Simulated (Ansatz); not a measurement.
# Au under changes of volume

One of the cells (16.855 Å³/atom); the others are scaled copies at fixed shape and fractional positions:

```
Au
1.0
     0.00000    2.03500    2.03500
     2.03500    0.00000    2.03500
     2.03500    2.03500    0.00000
Au
1
Direct
  0.00000 0.00000 0.00000
```

* Program: Ansatz 0.2.0
* Functional: revPBE
* Dispersion: D3(BJ)
* Potentials or basis: Ansatz PAW
* Cutoff: 420 eV (not typed: the program's choice for these potentials)
* k mesh: 11 × 11 × 11
* Occupations: fermi-dirac, width 0.05 eV
* Spin: no spin polarisation

| volume (Å³/atom) | energy over the lowest point (meV/atom) | pressure (GPa) |
| --- | --- | --- |
| 15.843 | ? | ? |
| 16.181 | 21.06 | 9.2 |
| 16.518 | 6.25 | 4.8 |
| 16.855 | 0.00 | 1.0 |
| 17.192 | 1.26 | -2.3 |
| 17.529 | 9.06 | -5.2 |
| 17.866 | 22.58 | -7.7 |

Q: What does the run at 15.843 Å³/atom give?

A: Energy over the lowest point 45.66 meV/atom; pressure 14.1 GPa.

Worked out: A Birch-Murnaghan fit of order 3 (a polynomial in V^(-2/3)) to the other rows has its minimum at 16.96 Å³/atom with B0 = V·E''(V) = 172 GPa and B' = 5.8. It gives 45.76 meV/atom at 15.843 Å³/atom, against the run's 45.66, and -dE/dV = 14.3 GPa, against 14.1.

Energies are extrapolated to zero smearing.

Caveats: pairwise dispersion overbinds metals, which lowers pressure and volume; the PAW data sets come from PBE, with cores solved anew for the run's functional, which leaves a small shift of forces and pressure.
